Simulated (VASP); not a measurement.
# BeTe: GW0, energies updated in G, by functional

BeTe, F-43m (no. 216), 2 atoms in the cell.

| Functional | Quasiparticle gap on the mesh (eV) | Gap of the starting point on the mesh (eV) | Quasiparticle gap at the zone centre (eV) | Starting gap at the zone centre (eV) | Correction of the gap between the band edges on the mesh (eV) | Time (s) |
|---|---|---|---|---|---|---|
| LDA | 2.77 | 1.74 | 4.75 | 3.54 | 1.03 | 102 |
| PBE | 2.80 | 1.84 | 4.77 | 3.56 | 0.96 | 102 |
| PBEsol | 2.76 | 1.72 | 4.73 | 3.55 | 1.04 | 105 |
| r2SCAN | 2.93 | 2.20 | 4.91 | 3.96 | 0.73 | 115 |
| HSE06 | 3.00 | 2.55 | 5.01 | 4.44 | 0.45 | 186 |
| PBE0 | 3.16 | 3.25 | 5.18 | 5.16 | -0.09 | 155 |
| HSE03 | 2.96 | 2.36 | 4.96 | 4.24 | 0.60 | 198 |
| SCAN | 2.88 | 2.11 | 4.87 | 3.93 | 0.77 | 117 |

Limits: spin-orbit coupling is left out, which can change the gap by several tenths of an eV or more with Te; the mesh is coarse: the screening isn't converged, and the gap may still move by about 0.1 eV.

## Input of the first row

INCAR.step1:
```
PREC = Accurate
ENCUT = 300
ISMEAR = 0
SIGMA = 0.05
LASPH = True
LREAL = False
GGA = CA
ALGO = Normal
EDIFF = 1E-8
NELM = 150
LWAVE = True
LCHARG = False
KPAR = 4
```

INCAR.step2, as INCAR.step1 but for:
```
- ALGO = Normal
- NELM = 150
+ ALGO = Exact
+ NELM = 1
+ ISTART = 1
+ NBANDS = 196
+ LOPTICS = True
```

INCAR.step3:
```
PREC = Accurate
ENCUT = 300
ISMEAR = 0
SIGMA = 0.05
LASPH = True
LREAL = False
GGA = CA
ALGO = EVGW0
NBANDS = 196
NBANDSGW = 12
ENCUTGW = 160
NOMEGA = 48
PRECFOCK = Fast
ISTART = 1
LWAVE = False
LCHARG = False
NELMGW = 4
KPAR = 4
```

KPOINTS:
```
k-points
0
Gamma
  4 4 4
```

POSCAR:
```
BeTe
1.0
    0.0000000000      2.7700000000      2.7700000000
    2.7700000000      0.0000000000      2.7700000000
    2.7700000000      2.7700000000      0.0000000000
Te Be
1 1
Direct
    0.7500000000      0.7500000000      0.7500000000
    0.0000000000      0.0000000000      0.0000000000
```

Commands (each step's output is kept before the next begins):
```
cat potpaw_LDA.64/Te_GW/POTCAR potpaw_LDA.64/Be_GW/POTCAR > POTCAR
cp INCAR.step1 INCAR
mpirun -np 4 vasp_std > vasp.out
cp INCAR.step2 INCAR
mpirun -np 4 vasp_std > vasp.out
cp INCAR.step3 INCAR
mpirun -np 4 vasp_std > vasp.out
```

Changes of the last row against the first:
```
(all steps)
- GGA = CA
+ METAGGA = SCAN
+ LMIXTAU = True
- cat potpaw_LDA.64/Te_GW/POTCAR potpaw_LDA.64/Be_GW/POTCAR > POTCAR
+ cat potpaw_PBE.64/Te_GW/POTCAR potpaw_PBE.64/Be_GW/POTCAR > POTCAR
```

VASP 6.6.1 took 102 s on 4 cores (Intel Xeon Platinum 8259CL @ 2.50GHz (Skylake/Cascade Lake)), a shared host.
